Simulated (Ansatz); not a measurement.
## Au: pressure against volume

Au, Fm-3m, a = 4.158 Å. Ansatz: PBE, PAW, 420 eV, Γ-centred 18×18×18 mesh on 1 atom, Gaussian smearing 0.10 eV; no spin polarisation. Symmetry fixes shape and atoms, so the cell is only scaled; pressure is positive in compression.

```
V (Å³/atom) P (GPa)
     15.817    26.10
     16.356    17.49
     16.895    10.45
     17.434     4.69
     17.973    -0.02
     18.513    -3.85
     19.052    -6.93
     19.771        ?
```

Question: Take V0 = 17.973 Å³/atom, count pressures from its P0 = -0.02 GPa, fit the third-order Birch–Murnaghan form to the other rows, and predict the missing pressure.

Answer: With the Eulerian strain f = ½[(V0/V)^(2/3) − 1] and y = (P − P0)/[3f(1 + 2f)^(5/2)], the form is the line y = B0 + 1.5 B0 (B0′ − 4) f. Rows (f, y): 0.04446, 158.3; 0.03243, 153.8; 0.02105, 149.6; 0.01025, 145.6; -0.00977, 137.3; -0.01906, 133.2. Means f = 0.01323, y = 146.30; Σ(Δf)² = 0.002986, ΣΔfΔy = 1.177; the slope is their ratio. y = 141.1 + 394.1 f GPa, so B0 = 141.1 GPa and B0′ = 4 + 2 × (394.1)/(3 × 141.1) = 5.86. At V = 19.771, f = -0.03079, y = 128.97 and P = -10.18 GPa. The run gave -10.06 GPa, so the fit is 0.12 GPa too low, a small miss on the scale of the series. The form still works here, 22 % of the fitted range beyond its end.

Spin–orbit coupling is left out, which can shift energies with elements as heavy as these.